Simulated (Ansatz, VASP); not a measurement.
**One calculation of Sr, two programs**

Contents of INCAR:

```
ALGO = Fast
EDIFF = 1E-7
ENCUT = 520
GGA = PE
ISIF = 2
ISMEAR = 0
LASPH = True
LCHARG = False
LREAL = False
LWAVE = False
NBANDS = 11
NELM = 80
PREC = Accurate
SIGMA = 0.15
```

Contents of KPOINTS:

```
k-points
0
Gamma
  14 14 14
```

Contents of POSCAR:

```
Sr
1.0
    0.0000000000      2.9662912500      3.1944675000
    2.9662912500      0.0000000000      3.1944675000
    2.9662912500      2.9662912500      0.0000000000
Sr
1
Direct
    0.0000000000      0.0000000000      0.0000000000
```

Input for Ansatz:

```yaml
crystal:
  lattice:
    - [0.0, 2.96629125, 3.1944675]
    - [2.96629125, 0.0, 3.1944675]
    - [2.96629125, 2.96629125, 0.0]
  atoms:
    - { symbol: Sr, position: [0.0, 0.0, 0.0] }
basis:
  ecutwfc: 420
kpoints:
  mp_grid: { grid: [14, 14, 14] }
hamiltonian:
  xc: pbe
scf:
  occupations: { method: gaussian, width: 0.15 }
output:
  forces: true
  stress: true
  eigenvalues: true
```

Change from the starting cell: strain -0.025 along x and y, +0.050 along z, atoms carried along.

Alike in both runs: task single point; functional PBE; k mesh 14 × 14 × 14; occupations gaussian, width 0.15 eV; no spin polarisation.

```csv
,VASP,Ansatz
version,VASP 6.6.1,Ansatz 0.2.0
potentials or method,"VASP PAW PBE potentials, release 64 (Sr_sv)","scalar-relativistic, plane waves, PAW"
plane-wave cutoff (eV),520,420
valence electrons in the cell,10,10
```

|  | VASP | Ansatz | Ansatz less VASP |
| --- | --- | --- | --- |
| gap on the k mesh at the Fermi level (eV) | none | none | - |
| pressure (GPa) | -0.3 | -0.3 | 0.00 |
| largest component of the traceless stress (GPa) | 0.36 | 0.36 | +0.001 |

A gap of «none» marks a metal or a gap that the smearing closes. With one functional, cell and mesh, what is left measures potentials, basis and numerics.
